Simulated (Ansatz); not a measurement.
# SnSe (Fm-3m) from LDA to hybrids

All numbers come from the plane-wave code Ansatz. Calculated for a static, non-magnetic cell.

Structure: SnSe (started from an entry of an open crystallographic database), at its r2SCAN+rVV10 minimum. The symmetry is Fm-3m (No. 225, cubic); a = 5.970 Å in the conventional setting, 26.59 Å³ an atom. Sn has 6 Se at 2.98 Å; Se has 6 Sn at 2.98 Å.

Gaps on the r2SCAN+rVV10 cell, each the least over its mesh and the special points:
```tsv
level	k mesh	gap (eV)	kind	edges	least direct gap (eV)
LDA	8×8×8	0.02	direct	(-0.061, -0.042, 0.479)	0.02
PBE+SOC	8×8×8	0.22	direct	(-0.061, -0.042, 0.479)	0.22
r2SCAN	8×8×8	0.03	direct	L–W (0.10)	0.03
HSE06	6×6×6	0	–	–	–
HSE06+SOC	4×4×4	0.22	indirect	L–W (0.10) → (-0.061, -0.042, 0.479)	0.25
PBE0	6×6×6	0.10	indirect	L–W (0.10) → (-0.061, -0.042, 0.479)	0.12
Hartree-Fock	6×6×6	3.33	direct	L	3.33
```
PBE+SOC, HSE06+SOC: smearing of 0.02 eV; the others have fixed occupations.
Wave cutoffs: 420 eV, 500 eV (r2SCAN).
Points off the special ones are mesh points or PBE's searched band edges, reused at the other levels. PBE's own run along the path (0.18 eV) came before the search for the edges and missed one, so it isn't listed. Gaps under 0.1 eV (LDA, r2SCAN, PBE0) can't be told from a closed one: the bands may be in normal order or already inverted, which a gap's size doesn't show.

With HSE06 the gap closes, the bands meeting at L–W (0.10 of the way from L).

Direct and least gap lie within 0.04 eV at some levels, so the kind of gap isn't settled.

Only the levels marked +SOC include spin-orbit coupling.

Coordinates of k points refer to the reciprocal vectors of the primitive cell of the runs.

The meshes of the hybrids are coarse, so their gaps aren't converged to the digits shown.
